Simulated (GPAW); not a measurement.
BaTiO3:

```
CELL_PARAMETERS angstrom
3.99980 0.00000 0.00000
0.00000 3.99980 0.00000
0.00000 0.00000 4.01800
ATOMIC_POSITIONS crystal
Ba 0.00000 0.00000 0.00000
Ti 0.50000 0.50000 0.49000
O 0.00000 0.50000 0.51700
O 0.50000 0.00000 0.51700
O 0.50000 0.50000 0.01900
```

Base run:

* Program: GPAW 26.7.0
* Functional: PBEsol
* Potentials or basis: PAW data sets generated in the run's folder for this functional
* Cutoff: 800 eV
* Basis: pw
* k mesh: 5 × 5 × 5
* Occupations: fermi-dirac, width 0.05 eV
* Spin: no spin polarisation
* Hubbard terms: Ti d U = 2 eV

Its results: band gap on the k mesh 2.19 eV, indirect (least direct gap 2.32 eV); pressure -1.4 GPa; largest force 0.121 eV/Å.

**Question.** After a change of settings the same cell gave: band gap on the k mesh 2.34 eV, indirect (least direct gap 2.47 eV); pressure -1.0 GPa; largest force 0.247 eV/Å. Which change was it?
A. hubbard terms from Ti d U = 2 eV to Ti d U = 3 eV
B. hubbard terms from Ti d U = 2 eV to none
C. hubbard terms from Ti d U = 2 eV to Ti d U = 8 eV

**Answer.** A.

Caveats: spin-orbit coupling is left out, which moves the levels of the heavy elements; the mesh misses the band edges, which the band path finds closer together.
